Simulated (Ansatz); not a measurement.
# Bi: equation of state with PBE

Bi:

```
Bi
1.0
    -1.98143    1.98143    1.98143
     1.98143   -1.98143    1.98143
     1.98143    1.98143   -1.98143
Bi
1
Cartesian
  0.0000 0.0000 0.0000
```

This isn't the form of Bi at room conditions, which is rhombohedral.

- Program: Ansatz 0.2.0
- Task: equation of state
- Functional: PBE
- Potentials or basis: Ansatz PAW
- Cutoff: 420 eV
- Density cutoff: 1680 eV
- k mesh: 9 × 9 × 9
- Occupations: fermi-dirac, width 0.05 eV
- Spin: no spin polarisation

| Quantity | Value |
| --- | --- |
| Equilibrium volume | 31.62 Å³/atom |
| Bulk modulus | 53 GPa |
| Pressure derivative of the bulk modulus | 4.5 (rough: it moves with the points fitted) |

Energy against volume, from the lowest point:
```tsv
volume (Å³/atom)	energy (meV/atom)
29.250	33.47
29.872	17.48
30.495	6.90
31.117	1.23
31.739	0.00
32.362	2.72
32.984	8.93
```

All runs of the series together: 2.7 s on 2 threads of AMD EPYC 9B14 (Zen 4), on a shared host.
